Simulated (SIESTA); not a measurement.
Runs of SIESTA 5.4.2 on Pt. The structure is cubic, space group Fm-3m (No. 225). The conventional cell has a = 3.922 Å, b = 3.922 Å, c = 3.922 Å, α = 90.00°, β = 90.00°, γ = 90.00°. Pt (site symmetry m-3m) has 12 Pt at 2.77 Å as nearest neighbours. 

| task | level | potentials or basis | cell | k mesh | optimiser | force tolerance | stress tolerance (GPa) | energy shift | gap on the mesh (eV) | pressure (GPa) |
| --- | --- | --- | --- | --- | --- | --- | --- | --- | --- | --- |
| single point | LDA-PZ | PseudoDojo 0.4 standard (LDA files), TZP (energy shift 0.01 Ry) | as given | 12 × 12 × 12 | - | - | - | 0.01 Ry | none | -9.4 |
| electrostatic potential | vdW-DF-C09 | PseudoDojo 0.5 standard (PBE files), DZP (energy shift 0.002 Ry) | as given | 12 × 12 × 12 | - | - | - | 0.002 Ry | none | 4.2 |
| relaxation of cell and atoms | RGE2 | SG15 1.2 NC or PseudoDojo by element (PBE files), TZP (energy shift 0.002 Ry) | relaxed | 9 × 9 × 9 | Broyden | 0.01 eV/Å | 0.05 | 0.002 Ry | none | 0.0 |
| single point | PBE | PseudoDojo 0.4 standard (PBE files), DZP (energy shift 0.002 Ry) | as given | 12 × 12 × 12 | - | - | - | 0.002 Ry | none | (a) |
| band structure | PBE | PseudoDojo 0.4 standard (PBE files), DZP (energy shift 0.003 Ry; two zetas on semicore shells) | as given | 12 × 12 × 12 | - | - | - | 0.003 Ry | none | 12.8 |

Alike in all rows: no spin polarisation; smearing fermi-dirac 0.05 eV; grid cutoff 800 Ry.

Problem. Fill in the values left out.

Solution. (a) 13.1.

Caveats: the basis of atomic orbitals isn't converged, which shifts pressures, moduli and gaps; semicore shells carry a single zeta, which can move pressures by several GPa and volumes by a few percent (some runs); the potentials were made for another functional, which shifts forces and pressure (some runs); short orbitals over semicore shells can move pressures by several GPa (some runs).

A k mesh can miss the band edges, and the runs leave out spin-orbit coupling on Pt.

A gap of «none» marks a metal or a gap under the smearing width.

Not every run made on this cell is shown here.
